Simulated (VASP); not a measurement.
A run of VASP 6.6.1 is set up as follows.

File POSCAR:

```
SnS                                     
1.0
   11.1022381053      0.0000000000      0.0000000000
    0.0000000000      3.9856084138     -0.0000000000
    0.0000000000      0.0000000000      4.2298611247
  Sn              S             
     4     4
Direct
     0.1185162781974909    0.2500000000000000    0.1099914101621251
     0.3814837218025092    0.7500000000000000    0.6099914101621250
     0.6185162781974910    0.2500000000000000    0.3900085898378749
     0.8814837218025090    0.7500000000000000    0.8900085898378750
     0.8532534565978834    0.2500000000000000    0.4743738979948287
     0.6467465434021166    0.7500000000000000    0.9743738979948288
     0.3532534565978835    0.2500000000000000    0.0256261020051713
     0.1467465434021167    0.7500000000000000    0.5256261020051712
```

The input INCAR.step1:

```
  PREC = Accurate
  ENCUT = 520
  EDIFF = 1E-5
  ISMEAR = 0
  SIGMA = 0.03
  LREAL = F
  LASPH = T
  NELM = 80
  ALGO = Normal
  ISIF = 2
  LWAVE = T
  LCHARG = F
  KPAR = 2
  GGA = PE
```

File INCAR.step2:

```
  PREC = Accurate
  ENCUT = 520
  EDIFF = 1E-6
  ISMEAR = 0
  SIGMA = 0.03
  LREAL = F
  LASPH = T
  NELM = 80
  ALGO = Normal
  ISIF = 2
  LWAVE = F
  LCHARG = F
  METAGGA = MBJ
  KPAR = 2
  ISTART = 1
```

File KPOINTS:

```
regular mesh
0
Gamma
  4 8 6
```

File KPOINTS_OPT:

```
explicit points
198
Reciprocal
 0.0000000000  0.0000000000  0.0000000000 1
 0.0000000000  0.0555555556  0.0000000000 1
 0.0000000000  0.1111111111  0.0000000000 1
 0.0000000000  0.1666666667  0.0000000000 1
 0.0000000000  0.2222222222  0.0000000000 1
 0.0000000000  0.2777777778  0.0000000000 1
[... 190 lines left out ...]
 0.0000000000  0.5000000000  0.0241422100 1
 0.0000000000  0.5000000000 -0.0241422100 1
```

Potentials or basis: VASP PAW PBE potentials, release 64 (Sn_d, S).

The run is started by

```console
$ cat potpaw_PBE.64/Sn_d/POTCAR potpaw_PBE.64/S/POTCAR > POTCAR
$ cp INCAR.step1 INCAR
$ mpirun -np 2 vasp_std > vasp.out
$ cp INCAR.step2 INCAR
$ mpirun -np 2 vasp_std > vasp.out
```

Predict the band gap on the k mesh.

1.06 eV, indirect (least direct gap 1.54 eV).

Estimate the band gap along the path.

0.94 eV, indirect (least direct gap 1.18 eV).

Levels at the corners of the path, in eV from the valence-band top:
| point | band 36 | band 37 | band 38 | band 39 | band 40 | band 41 | band 42 | band 43 | band 44 | band 45 |
| --- | --- | --- | --- | --- | --- | --- | --- | --- | --- | --- |
| Γ | -2.67 | -2.49 | -1.50 | -1.14 | -0.96 | 0.96 | 3.31 | 3.34 | 3.37 | 3.66 |
| X | -2.50 | -1.13 | -1.13 | -1.00 | -1.00 | 1.38 | 1.38 | 1.88 | 1.88 | 2.20 |
| X | -2.50 | -1.13 | -1.13 | -1.00 | -1.00 | 1.38 | 1.38 | 1.88 | 1.88 | 2.20 |
| S | -3.80 | -2.80 | -2.80 | -1.87 | -1.87 | 2.87 | 2.87 | 3.04 | 3.04 | 4.76 |
| S | -3.80 | -2.80 | -2.80 | -1.87 | -1.87 | 2.87 | 2.87 | 3.04 | 3.04 | 4.76 |
| Y | -2.32 | -1.10 | -1.10 | -0.13 | -0.13 | 1.66 | 1.66 | 1.99 | 1.99 | 2.06 |
| Y | -2.32 | -1.10 | -1.10 | -0.13 | -0.13 | 1.66 | 1.66 | 1.99 | 1.99 | 2.06 |
| Γ | -2.67 | -2.49 | -1.50 | -1.14 | -0.96 | 0.96 | 3.31 | 3.34 | 3.37 | 3.66 |
| Γ | -2.67 | -2.49 | -1.50 | -1.14 | -0.96 | 0.96 | 3.31 | 3.34 | 3.37 | 3.66 |
| Z | -2.78 | -2.71 | -2.71 | -1.01 | -1.01 | 2.78 | 2.78 | 3.08 | 3.08 | 4.18 |
| Z | -2.78 | -2.71 | -2.71 | -1.01 | -1.01 | 2.78 | 2.78 | 3.08 | 3.08 | 4.18 |
| U | -2.85 | -1.15 | -1.15 | -1.15 | -1.15 | 1.77 | 1.77 | 1.77 | 1.77 | 2.63 |
| U | -2.85 | -1.15 | -1.15 | -1.15 | -1.15 | 1.77 | 1.77 | 1.77 | 1.77 | 2.63 |
| R | -4.33 | -2.08 | -2.08 | -2.08 | -2.08 | 2.73 | 2.73 | 2.73 | 2.73 | 4.81 |
| R | -4.33 | -2.08 | -2.08 | -2.08 | -2.08 | 2.73 | 2.73 | 2.73 | 2.73 | 4.81 |
| T | -2.65 | -0.98 | -0.98 | -0.10 | -0.10 | 1.56 | 1.56 | 2.03 | 2.03 | 2.08 |
| T | -2.65 | -0.98 | -0.98 | -0.10 | -0.10 | 1.56 | 1.56 | 2.03 | 2.03 | 2.08 |
| Z | -2.78 | -2.71 | -2.71 | -1.01 | -1.01 | 2.78 | 2.78 | 3.08 | 3.08 | 4.18 |
| Y | -2.32 | -1.10 | -1.10 | -0.13 | -0.13 | 1.66 | 1.66 | 1.99 | 1.99 | 2.06 |
| T | -2.65 | -0.98 | -0.98 | -0.10 | -0.10 | 1.56 | 1.56 | 2.03 | 2.03 | 2.08 |
| U | -2.85 | -1.15 | -1.15 | -1.15 | -1.15 | 1.77 | 1.77 | 1.77 | 1.77 | 2.63 |
| X | -2.50 | -1.13 | -1.13 | -1.00 | -1.00 | 1.38 | 1.38 | 1.88 | 1.88 | 2.20 |
| S | -3.80 | -2.80 | -2.80 | -1.87 | -1.87 | 2.87 | 2.87 | 3.04 | 3.04 | 4.76 |
| R | -4.33 | -2.08 | -2.08 | -2.08 | -2.08 | 2.73 | 2.73 | 2.73 | 2.73 | 4.81 |

Caveat: spin-orbit coupling is left out, which moves the levels of the heavy elements; the mesh misses the band edges, which the band path finds closer together.

**The experiment to reproduce.**

“Linear dichroism of the optical properties of SnS and SnSe van der Waals crystals”, 2024, arxiv:2409.17412 reports, for a bulk crystal of SnS at 20 K: band gap 1.16 eV (indirect).

Measured gap of SnS: 1.16 eV (indirect; 20 K; “Linear dichroism of the optical properties of SnS and SnSe van der Waals crystals”, 2024, arxiv:2409.17412). This calculation gives 0.94 eV (-0.22 eV). 2 values of this kind are on record (1.09 to 1.16 eV); this one was drawn at random. Spin-orbit coupling on Sn is left out. The value is that of TB-mBJ, without temperature or zero-point motion.
